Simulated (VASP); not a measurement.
# LiH (Fm-3m) in VASP: notebook

The runs below take LiH through band structure, with r2SCAN, TB-mBJ.

All numbers are computed with VASP 6.6.1; they aren't measurements. Logs are shortened: lines on timing, memory, paths and dates and some standing lists are left out, and cuts for length are marked.

## Step 1: Starting point

Symmetry: Fm-3m, No. 225, cubic system. The conventional cell has a = 3.972 Å, b = 3.972 Å, c = 3.972 Å, α = 90.00°, β = 90.00°, γ = 90.00°. Li (site symmetry m-3m) has 6 H at 1.99 Å as nearest neighbours. H (site symmetry m-3m) is surrounded by 6 Li at 1.99 Å.

## Step 2: Band structure, r2SCAN

File INCAR:

```
SYSTEM = LiH
PREC = Accurate
ENCUT = 520
EDIFF = 1E-6
ISMEAR = 0
SIGMA = 0.03
LREAL = .FALSE.
LASPH = .TRUE.
NELM = 80
ALGO = Normal
ISIF = 2
LWAVE = .FALSE.
LCHARG = .FALSE.
METAGGA = R2SCAN
LMIXTAU = .TRUE.
```

File KPOINTS:

```
regular mesh
0
G
  12 12 12
  0 0 0
```

File POSCAR:

```
LiH                                     
1.0
    0.0000000000      1.9860246740      1.9860246740
    1.9860246740      0.0000000000      1.9860246740
    1.9860246740      1.9860246740      0.0000000000
  Li              H             
     1     1
Direct
     0.0000000000000000    0.0000000000000000    0.0000000000000000
     0.5000000000000000    0.5000000000000000    0.5000000000000000
```

File KPOINTS_OPT:

```
explicit points
252
Reciprocal
 0.0000000000  0.0000000000  0.0000000000 1
 0.0357142857  0.0000000000  0.0357142857 1
 0.0714285714  0.0000000000  0.0714285714 1
 0.1071428571  0.0000000000  0.1071428571 1
 0.1428571429  0.0000000000  0.1428571429 1
 0.1785714286  0.0000000000  0.1785714286 1
[... 244 lines left out ...]
 0.4919774800  0.0080225200  0.5000000000 1
 0.5080225200 -0.0080225200  0.5000000000 1
```

Potentials or basis: VASP PAW PBE potentials, release 64 (Li_sv, H).

On the command line:

```bash
> cat potpaw_PBE.64/Li_sv/POTCAR potpaw_PBE.64/H/POTCAR > POTCAR
> mpirun -np 1 vasp_std > vasp.out
```

OUTCAR:

```text
SYSTEM = LiH
   PREC = Accurate
   ENCUT = 520
   EDIFF = 1E-6
   ISMEAR = 0
   LREAL = .FALSE.
   LASPH = .TRUE.
   NELM = 80
   ISIF = 2
   METAGGA = R2SCAN

 ion  position               nearest neighbor table
   1  0.000  0.000  0.000-
   2  0.500  0.500  0.500-

  LATTYP: Found a face centered cubic cell.
 ALAT       =     3.9720493480

  Lattice vectors:

 A1 = (   0.0000000000,   1.9860246740,   1.9860246740)
 A2 = (   1.9860246740,   0.0000000000,   1.9860246740)
 A3 = (   1.9860246740,   1.9860246740,   0.0000000000)

Analysis of symmetry for initial positions (statically):
=====================================================================
 Subroutine PRICEL returns:
 Original cell was already a primitive cell.

 Routine SETGRP: Setting up the symmetry group for a
 face centered cubic supercell.

 Subroutine GETGRP returns: Found 48 space group operations
 (whereof 48 operations were pure point group operations)
 out of a pool of 48 trial point group operations.

The static configuration has the point symmetry O_h .

Analysis of symmetry for dynamics (positions and initial velocities):
=====================================================================
 Subroutine PRICEL returns:
 Original cell was already a primitive cell.

 Routine SETGRP: Setting up the symmetry group for a
 face centered cubic supercell.

 Subroutine GETGRP returns: Found 48 space group operations
 (whereof 48 operations were pure point group operations)
 out of a pool of 48 trial point group operations.

The dynamic configuration has the point symmetry O_h .

 Subroutine INISYM returns: Found 48 space group operations
 (whereof 48 operations are pure point group operations),
 and found     1 'primitive' translations

----------------------------------------------------------------------------------------

                                     Primitive cell

  volume of cell :      15.6669

  direct lattice vectors                    reciprocal lattice vectors
     0.000000000  1.986024674  1.986024674    -0.251759209  0.251759209  0.251759209
     1.986024674  0.000000000  1.986024674     0.251759209 -0.251759209  0.251759209
     1.986024674  1.986024674  0.000000000     0.251759209  0.251759209 -0.251759209

  length of vectors
     2.808663029  2.808663029  2.808663029     0.436059740  0.436059740  0.436059740

  position of ions in fractional coordinates (direct lattice)
     0.000000000  0.000000000  0.000000000
     0.500000000  0.500000000  0.500000000

  ion indices of the primitive-cell ions
   primitive index   ion index
                 1           1
                 2           2

----------------------------------------------------------------------------------------

 KPOINTS: regular mesh

Automatic generation of k-mesh.
 Grid dimensions read from file:
 generate k-points for:   12   12   12

 Generating k-lattice:

  Cartesian coordinates                     Fractional coordinates (reciprocal lattice)
    -0.020979934  0.020979934  0.020979934     0.083333333  0.000000000  0.000000000
     0.020979934 -0.020979934  0.020979934     0.000000000  0.083333333  0.000000000
     0.020979934  0.020979934 -0.020979934     0.000000000  0.000000000  0.083333333

  Length of vectors
     0.036338312  0.036338312  0.036338312

  Shift w.r.t. Gamma in fractional coordinates (k-lattice)
     0.000000000  0.000000000  0.000000000

 Subroutine IBZKPT returns following result:
 ===========================================

 Found     72 irreducible k-points:

 Following reciprocal coordinates:
            Coordinates               Weight
  0.000000  0.000000  0.000000      1.000000
  0.083333  0.000000  0.000000      8.000000
  0.166667  0.000000  0.000000      8.000000
  0.250000  0.000000  0.000000      8.000000
  0.333333  0.000000  0.000000      8.000000
  0.416667  0.000000  0.000000      8.000000
[... 16 lines left out ...]
  0.500000  0.166667  0.000000     24.000000
 -0.416667  0.166667  0.000000     24.000000
 [... further k-points ...]
   k-points           NKPTS =     72   k-points in BZ     NKDIM =     72   number of bands    NBANDS=      6
   number of dos      NEDOS =    301   number of ions     NIONS =      2
   total plane-waves  NPLWV =  13824
   dimension x,y,z NGX =    24 NGY =   24 NGZ =   24
   dimension x,y,z NGXF=    48 NGYF=   48 NGZF=   48
   ions per type =               1   1
   NGX,Y,Z   is equivalent  to a cutoff of  14.21, 14.21, 14.21 a.u.
   NGXF,Y,Z  is equivalent  to a cutoff of  28.41, 28.41, 28.41 a.u.
 SYSTEM =  LiH
   PREC   = accura    normal or accurate (medium, high low for compatibility)
   ISTART =      0    job   : 0-new  1-cont  2-samecut
   ICHARG =      2    charge: 1-file 2-atom 10-const
   ISPIN  =      1    spin polarized calculation?
   LNONCOLLINEAR =      F non collinear calculations
   LSORBIT =      F    spin-orbit coupling
   LASPH  =      T    aspherical Exc in radial PAW
   ENCUT  =  520.0 eV  38.22 Ry    6.18 a.u.   5.22  5.22  5.22*2*pi/ulx,y,z
   NELM   =     80;   NELMIN=  2; NELMDL= -5     # of ELM steps
   EDIFF  = 0.1E-05   stopping-criterion for ELM
   LREAL  =      F    real-space projection
   EDIFFG = 0.1E-04   stopping-criterion for IOM
   NSW    =      0    number of steps for IOM
   IBRION =     -1    ionic relax: 0-MD 1-quasi-New 2-CG
   NFREE  =      0    steps in history (QN), initial steepest desc. (CG)
   ISIF   =      2    stress and relaxation
   ISYM   =      2    0-nonsym 1-usesym 2-fastsym
   POTIM  = 0.5000    time-step for ionic-motion
   TEBEG  =    0.0;   TEEND  =   0.0 temperature during run
   PSTRESS=    0.0 pullay stress
   NELECT =       4.0000    total number of electrons
   NUPDOWN=      -1.0000    fix difference up-down
   EMIN   =  10.00;   EMAX   =-10.00  energy-range for DOS
   EFERMI =   0.00;   METHOD = LEGACY
   ISMEAR =     0;   SIGMA  =   0.03  broadening in eV -4-tet -1-fermi 0-gaus
   EFERMI_NEDOS =   21; number of points for ismear=-14 and -15
   IALGO  =     38    algorithm
   IMIX   =      4    mixing-type and parameters
     AMIX     =   0.40;   BMIX     =  1.00
     AMIX_MAG =   1.60;   BMIX_MAG =  1.00
  volume/ion in A,a.u.               =       7.83        52.86
  Fermi-wavevector in a.u.,A,eV,Ry     =   1.038565  1.962603 14.675468  1.078616
  Thomas-Fermi vector in A             =   2.173055
   LORBIT       =      0    0 simple, 1 ext, 2 COOP (PROOUT), +10 PAW based schemes
   METAGGA = R2SCAN    functional components
   LHFCALC =     F    Hartree Fock is set to
   AEXX    =    0.0000 exact exchange contribution
   IVDW    =     0    specifies the selected vdW correction
   LEPSILON=     F    determine dielectric tensor
   LRPA    =     F    only Hartree local field effects (RPA)
 non-spin polarized calculation
 Gauss-broadening in eV      SIGMA  =   0.03
  energy-cutoff  :      520.00
  volume of cell :       15.67
 maximum number of plane-waves:       444
 NGX is ok and might be reduce to    24
   NGX = 11   NGY = 11   NGZ = 11

 number of electron       3.9999998 magnetization

 Free energy of the ion-electron system (eV)
  ---------------------------------------------------
  ext. energy  EPLUGINS =         0.00000000
  ---------------------------------------------------
  free energy    TOTEN  =        -6.81674088 eV

  energy without entropy =       -6.81674088  energy(sigma->0) =       -6.81674088

 E-fermi :   0.1347     XC(G=0):  -8.9193

 val. band max:       -0.0596145426   @ k =   0.5000   0.5000   0.0000
 cond. band min:       3.5066034008   @ k =   0.5000   0.5000   0.0000
 fundamental gap:      3.5662179434
 Fermi energy:         0.1346640702

 k-point     1 :       0.0000    0.0000    0.0000
  band No.  band energies     occupation
      1     -45.7664      2.00000
      2      -5.6102      2.00000
      3      17.9521      0.00000
      4      19.6390      0.00000
      5      19.6390      0.00000
      6      19.6395      0.00000

 k-point     2 :       0.0833    0.0000    0.0000
  band No.  band energies     occupation
      1     -45.7631      2.00000
      2      -5.4838      2.00000
      3      16.6215      0.00000
      4      18.8678      0.00000
      5      19.2955      0.00000
      6      19.2959      0.00000

 k-point     3 :       0.1667    0.0000    0.0000
  band No.  band energies     occupation
      1     -45.7540      2.00000
      2      -5.1111      2.00000
      3      13.7031      0.00000
      4      17.7333      0.00000
      5      18.6878      0.00000
      6      18.6882      0.00000

 k-point     4 :       0.2500    0.0000    0.0000
  band No.  band energies     occupation
      1     -45.7416      2.00000
      2      -4.5192      2.00000
      3      10.7190      0.00000
      4      16.6762      0.00000
      5      18.2386      0.00000
      6      18.2390      0.00000

 k-point     5 :       0.3333    0.0000    0.0000
  band No.  band energies     occupation
      1     -45.7292      2.00000
      2      -3.7836      2.00000
      3       8.1758      0.00000
      4      15.8404      0.00000
      5      18.0808      0.00000
      6      18.0812      0.00000
[... 136 lines left out ...]
 k-point    21 :       0.3333    0.1667    0.0000
  band No.  band energies     occupation
      1     -45.7295      2.00000
      2      -3.7697      2.00000
      3       9.7684      0.00000
      4      13.2941      0.00000
      5      14.7561      0.00000
      6      19.1937      0.00000

 k-point    22 :       0.4167    0.1667    0.0000
  band No.  band energies     occupation
      1     -45.7194      2.00000
      2      -2.9827      2.00000
      3       7.5006      0.00000
      4      12.2461      0.00000
      5      14.7083      0.00000
      6      18.4961      0.00000

 k-point    23 :       0.5000    0.1667    0.0000
  band No.  band energies     occupation
      1     -45.7131      2.00000
      2      -2.3411      2.00000
      3       6.0419      0.00000
      4      11.5382      0.00000
      5      15.0581      0.00000
      6      17.9106      0.00000

 k-point    24 :      -0.4167    0.1667    0.0000
  band No.  band energies     occupation
      1     -45.7122      2.00000
      2      -2.2474      2.00000
      3       5.8561      0.00000
      4      11.1717      0.00000
      5      15.8062      0.00000
      6      17.5540      0.00000

 [... further k-points ...]

------------------------ aborting loop because EDIFF is reached ----------------------------------------

  FORCE on cell =-STRESS in cart. coord.  units (eV):
  Direction    XX          YY          ZZ          XY          YZ          ZX
  --------------------------------------------------------------------------------------
  -------------------------------------------------------------------------------------
  Total        0.0419677      0.0419677      0.0419677      0.0000000      0.0000000      0.0000000
  in kB        4.2918277      4.2918277      4.2918277      0.0000000      0.0000000      0.0000000
  external PRESSURE =       4.2918277 kB  Pullay stress =       0.0000000 kB

 VOLUME and BASIS-vectors are now :
 -----------------------------------------------------------------------------
  energy-cutoff  :      520.00
  volume of cell :       15.67
      direct lattice vectors                 reciprocal lattice vectors
     0.000000000  1.986024674  1.986024674    -0.251759209  0.251759209  0.251759209
     1.986024674  0.000000000  1.986024674     0.251759209 -0.251759209  0.251759209
     1.986024674  1.986024674  0.000000000     0.251759209  0.251759209 -0.251759209

 POSITION                                       TOTAL-FORCE (eV/Angst)
 -----------------------------------------------------------------------------------
      0.00000      0.00000      0.00000         0.000000      0.000000     -0.000000
      1.98602      1.98602      1.98602        -0.000000     -0.000000      0.000000
 -----------------------------------------------------------------------------------
    total drift:                                0.000000     -0.000000     -0.000000

  FREE ENERGIE OF THE ION-ELECTRON SYSTEM (eV)
  ---------------------------------------------------
  free  energy   TOTEN  =        -6.8167408759 eV

  energy  without entropy=       -6.8167408759  energy(sigma->0) =       -6.81674088
```

Wall time 34 s (1 thread of Intel Xeon Platinum 8488C (Sapphire Rapids), shared host); peak memory 0.14 GiB.

What came out:

```
Free energy             : -6.8167 eV
Band gap on the k mesh  : 3.57 eV, direct
Band gap along the path : 3.57 eV, direct
```

Levels at the corners of the path, in eV from the valence-band top:
| point | band 1 | band 2 | band 3 | band 4 | band 5 | band 6 |
| --- | --- | --- | --- | --- | --- | --- |
| Γ | -45.71 | -5.55 | 18.01 | 19.70 | 19.70 | 19.70 |
| X | -45.64 | 0.00 | 3.57 | 11.89 | 11.89 | 15.22 |
| X | -45.64 | 0.00 | 3.57 | 11.89 | 11.89 | 15.22 |
| W | -45.64 | -0.26 | 5.99 | 5.99 | 13.18 | 19.72 |
| W | -45.64 | -0.26 | 5.99 | 5.99 | 13.18 | 19.72 |
| K | -45.64 | -0.54 | 4.78 | 8.50 | 13.11 | 18.18 |
| K | -45.64 | -0.54 | 4.78 | 8.50 | 13.11 | 18.18 |
| Γ | -45.71 | -5.55 | 18.01 | 19.70 | 19.70 | 19.70 |
| Γ | -45.71 | -5.55 | 18.01 | 19.70 | 19.70 | 19.70 |
| L | -45.66 | -2.72 | 5.75 | 15.19 | 18.43 | 18.43 |
| L | -45.66 | -2.72 | 5.75 | 15.19 | 18.43 | 18.43 |
| U | -45.64 | -0.54 | 4.78 | 8.50 | 13.11 | 18.18 |
| U | -45.64 | -0.54 | 4.78 | 8.50 | 13.11 | 18.18 |
| W | -45.64 | -0.26 | 5.99 | 5.99 | 13.18 | 19.72 |
| W | -45.64 | -0.26 | 5.99 | 5.99 | 13.18 | 19.72 |
| L | -45.66 | -2.72 | 5.75 | 15.19 | 18.43 | 18.43 |
| L | -45.66 | -2.72 | 5.75 | 15.19 | 18.43 | 18.43 |
| K | -45.64 | -0.54 | 4.78 | 8.50 | 13.11 | 18.18 |
| U | -45.64 | -0.54 | 4.78 | 8.50 | 13.11 | 18.18 |
| X | -45.64 | 0.00 | 3.57 | 11.89 | 11.89 | 15.22 |

Caveat: the cutoff is under 1.25 times the usual one of these potentials, so pressure, stress and relaxed cells hold a basis-set (Pulay) error; the PAW data sets were made with another functional, which shifts forces and pressure a little. r2SCAN opens gaps a little over a GGA but as a rule still falls short of measured ones.

## Step 3: Band structure, TB-mBJ

POSCAR is that of step 2.

File INCAR.step1:

```
SYSTEM = LiH
PREC = Accurate
ENCUT = 520
EDIFF = 1E-5
ISMEAR = 0
SIGMA = 0.03
LREAL = .FALSE.
LASPH = .TRUE.
NELM = 80
ALGO = Normal
ISIF = 2
LWAVE = .TRUE.
LCHARG = .FALSE.
GGA = PE
```

File INCAR.step2:

```
SYSTEM = LiH
PREC = Accurate
ENCUT = 520
EDIFF = 1E-6
ISMEAR = 0
SIGMA = 0.03
LREAL = .FALSE.
LASPH = .TRUE.
NELM = 80
ALGO = Normal
ISIF = 2
LWAVE = .FALSE.
LCHARG = .FALSE.
METAGGA = MBJ
ISTART = 1
```

KPOINTS is that of step 2.

KPOINTS_OPT is that of step 2.

Potentials or basis: VASP PAW PBE potentials, release 64 (Li_sv, H).

On the command line:

```bash
> cat potpaw_PBE.64/Li_sv/POTCAR potpaw_PBE.64/H/POTCAR > POTCAR
> cp INCAR.step1 INCAR
> mpirun -np 1 vasp_std > vasp.out
> cp INCAR.step2 INCAR
> mpirun -np 1 vasp_std > vasp.out
```

Run time: 29 s. Hardware: 1 thread of Intel Xeon Platinum 8488C (Sapphire Rapids), shared host; peak memory 0.14 GiB.

Results (log left out):

```
Band gap on the k mesh  : 5.08 eV, direct
Band gap along the path : 5.08 eV, direct
```

Levels at the corners of the path, in eV from the valence-band top:
```tsv
point	band 1	band 2	band 3	band 4	band 5	band 6
Γ	-46.04	-4.74	17.42	20.27	20.27	20.27
X	-45.99	0.00	5.08	12.96	12.97	16.43
X	-45.99	0.00	5.08	12.96	12.97	16.43
W	-45.99	-0.16	7.40	7.41	13.69	20.38
W	-45.99	-0.16	7.40	7.41	13.69	20.38
K	-45.99	-0.36	6.24	9.52	14.14	18.53
K	-45.99	-0.36	6.24	9.52	14.14	18.53
Γ	-46.04	-4.74	17.42	20.27	20.27	20.27
Γ	-46.04	-4.74	17.42	20.27	20.27	20.27
L	-46.00	-2.10	6.79	15.50	19.54	19.54
L	-46.00	-2.10	6.79	15.50	19.54	19.54
U	-45.99	-0.36	6.24	9.52	14.14	18.53
U	-45.99	-0.36	6.24	9.52	14.14	18.53
W	-45.99	-0.16	7.40	7.41	13.69	20.38
W	-45.99	-0.16	7.40	7.41	13.69	20.38
L	-46.00	-2.10	6.79	15.50	19.54	19.54
L	-46.00	-2.10	6.79	15.50	19.54	19.54
K	-45.99	-0.36	6.24	9.52	14.14	18.53
U	-45.99	-0.36	6.24	9.52	14.14	18.53
X	-45.99	0.00	5.08	12.96	12.97	16.43
```

Caveat: the cutoff is under 1.25 times the usual one of these potentials, so pressure, stress and relaxed cells hold a basis-set (Pulay) error; the PAW data sets were made with another functional, which shifts forces and pressure a little.
